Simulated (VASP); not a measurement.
VASP 6.6.1 run: PbSe

INCAR

```
IBRION = -1
ENCUT = 520
ISIF = 2
ISMEAR = 0
LWAVE = .FALSE.
LCHARG = .FALSE.
ALGO = Fast
NELM = 92
NBANDS = 17
NSW = 0
SIGMA = 0.01
GGA = CA
PREC = Medium
LREAL = .FALSE.
LASPH = .TRUE.
EDIFF = 1E-7
```

KPOINTS

```
KPOINTS created by Atomic Simulation Environment
0
Gamma
6 6 6
0 0 0
```

POSCAR

```
Pb Se
 1.0000000000000000
     0.0000000000000000    3.4232041300268978    3.4232041300268978
     3.4232041300268978   -0.0000000000000000    3.4232041300268978
     3.4232041300268978    3.4232041300268978   -0.0000000000000000
 Pb  Se
   1   1
Cartesian
 -0.0000000000000000 -0.0000000000000000  0.0000000000000000
  1.7116020650134487  1.7116020650134487  1.7116020650134487
```

The recommended LDA PAW datasets give the neutral cell 20 valence electrons.

Command

```
mpirun -np 1 vasp_std
```

OSZICAR

```
N       E                     dE             d eps       ncg     rms          rms(c)
DAV:   1     0.160075064853E+03    0.16008E+03   -0.90848E+03   544   0.109E+03
DAV:   2     0.459387177845E+01   -0.15548E+03   -0.15002E+03   580   0.281E+02
DAV:   3    -0.889474479755E+01   -0.13489E+02   -0.13403E+02   695   0.922E+01
DAV:   4    -0.924626646550E+01   -0.35152E+00   -0.35120E+00   630   0.187E+01
DAV:   5    -0.925968527079E+01   -0.13419E-01   -0.13418E-01   763   0.343E+00    0.303E+00
RMM:   6    -0.883731676827E+01    0.42237E+00   -0.44059E-01   627   0.329E+00    0.161E+00
RMM:   7    -0.882371510944E+01    0.13602E-01   -0.10859E-01   831   0.225E+00    0.926E-01
RMM:   8    -0.882097967097E+01    0.27354E-02   -0.17061E-02   676   0.983E-01    0.156E-01
RMM:   9    -0.881934456221E+01    0.16351E-02   -0.36927E-03   727   0.562E-01    0.826E-02
RMM:  10    -0.881952085815E+01   -0.17630E-03   -0.13883E-03   817   0.284E-01    0.378E-02
RMM:  11    -0.881952700538E+01   -0.61472E-05   -0.22109E-04   806   0.119E-01    0.111E-02
RMM:  12    -0.881952655787E+01    0.44751E-06   -0.40742E-05   818   0.445E-02    0.696E-03
RMM:  13    -0.881952617706E+01    0.38081E-06   -0.50539E-06   731   0.167E-02    0.322E-03
RMM:  14    -0.881952614546E+01    0.31595E-07   -0.13072E-06   747   0.127E-02    0.684E-04
RMM:  15    -0.881952614057E+01    0.48931E-08   -0.22058E-07   473   0.482E-03
   1 F= -.88195261E+01 E0= -.88195261E+01  d E =-.171658E-47
```

From OUTCAR

```
k-points           NKPTS =     16   k-points in BZ     NKDIM =     16   number of bands    NBANDS=     17

   NELECT =      20.0000    total number of electrons

   dimension x,y,z NGX =    28 NGY =   28 NGZ =   28
   dimension x,y,z NGXF=    36 NGYF=   36 NGZF=   36

  energy-cutoff  :      520.00
  volume of cell :       80.23
      direct lattice vectors                 reciprocal lattice vectors
     0.000000000  3.423204130  3.423204130    -0.146061988  0.146061988  0.146061988
     3.423204130  0.000000000  3.423204130     0.146061988 -0.146061988  0.146061988
     3.423204130  3.423204130  0.000000000     0.146061988  0.146061988 -0.146061988

 k-points in reciprocal lattice and weights: KPOINTS created by Atomic Simulation Env
   0.00000000  0.00000000  0.00000000       0.005
   0.16666667  0.00000000  0.00000000       0.037
   0.33333333  0.00000000  0.00000000       0.037
   0.50000000  0.00000000  0.00000000       0.019
   0.16666667  0.16666667  0.00000000       0.028
   0.33333333  0.16666667  0.00000000       0.111
   0.50000000  0.16666667  0.00000000       0.111
  -0.33333333  0.16666667  0.00000000       0.111
   ...

 E-fermi :   2.1128

 k-point     1 :       0.0000    0.0000    0.0000
  band No.  band energies     occupation
      1     -14.6175      2.00000
      2     -14.6175      2.00000
      3     -14.6174      2.00000
      4     -14.5830      2.00000
      5     -14.5830      2.00000
      6     -10.6861      2.00000
      7      -4.3274      2.00000
      8       0.5164      2.00000
      9       0.5164      2.00000
     10       0.5164      2.00000
     11       4.1584      0.00000
     12       4.1584      0.00000
     13       4.1584      0.00000
     14       6.5850      0.00000
     15      10.3091      0.00000
     16      10.3091      0.00000
     17      10.9625      0.00000

 k-point     2 :       0.1667    0.0000    0.0000
  band No.  band energies     occupation
      1     -14.6242      2.00000
      2     -14.6151      2.00000
      3     -14.6151      2.00000
      4     -14.5828      2.00000
      5     -14.5828      2.00000
      6     -10.5573      2.00000
      7      -4.7069      2.00000
      8       0.3572      2.00000
      9       0.3573      2.00000
     10       0.4821      2.00000
     11       4.0804      0.00000
     12       4.4174      0.00000
     13       4.4174      0.00000
     14       7.6877      0.00000
     15       9.5382      0.00000
     16       9.5382      0.00000
     17      10.3270      0.00000

 k-point     3 :       0.3333    0.0000    0.0000
  band No.  band energies     occupation
      1     -14.6376      2.00000
      2     -14.6111      2.00000
      3     -14.6111      2.00000
      4     -14.5817      2.00000
      5     -14.5817      2.00000
      6     -10.2619      2.00000
      7      -5.4354      2.00000
      8       0.0903      2.00000
      9       0.0903      2.00000
     10       0.2196      2.00000
     11       4.8004      0.00000
     12       4.8004      0.00000
     13       4.8757      0.00000
     14       8.3778      0.00000
     15       9.6235      0.00000
     16       9.6235      0.00000
     17      10.7113      0.00000

 ...

  Total       -0.9597269     -0.9597269     -0.9597269     -0.0000000     -0.0000000      0.0000000
  in kB      -19.1659288    -19.1659288    -19.1659288     -0.0000000     -0.0000000      0.0000000
  external PRESSURE =     -19.1659288 kB  Pullay stress =       0.0000000 kB

 POSITION                                       TOTAL-FORCE (eV/Angst)
 -----------------------------------------------------------------------------------
      0.00000      0.00000      0.00000        -0.000000      0.000000      0.000000
      1.71160      1.71160      1.71160         0.000000     -0.000000     -0.000000
 -----------------------------------------------------------------------------------
    total drift:                                0.000002      0.000002      0.000000

  FREE ENERGIE OF THE ION-ELECTRON SYSTEM (eV)
  ---------------------------------------------------
  free  energy   TOTEN  =        -8.8195261406 eV

  energy  without entropy=       -8.8195261406  energy(sigma->0) =       -8.81952614
```

It converged. Results: gap between bands v and c on the k mesh 0.59 eV; least direct gap on the k mesh 1.01 eV; pressure -1.9 GPa. Band v is the last that the valence electrons fill when counted band by band, and c is the next.

For comparison, a separate LDA run of the intended cell, on usual settings and not on those above, gives a gap of 0.59 eV on its mesh and a pressure of -1.9 GPa.

The run above took about 6 s on one core of a shared host (Intel Xeon 6975P-C) and held 0.13 GiB at most.
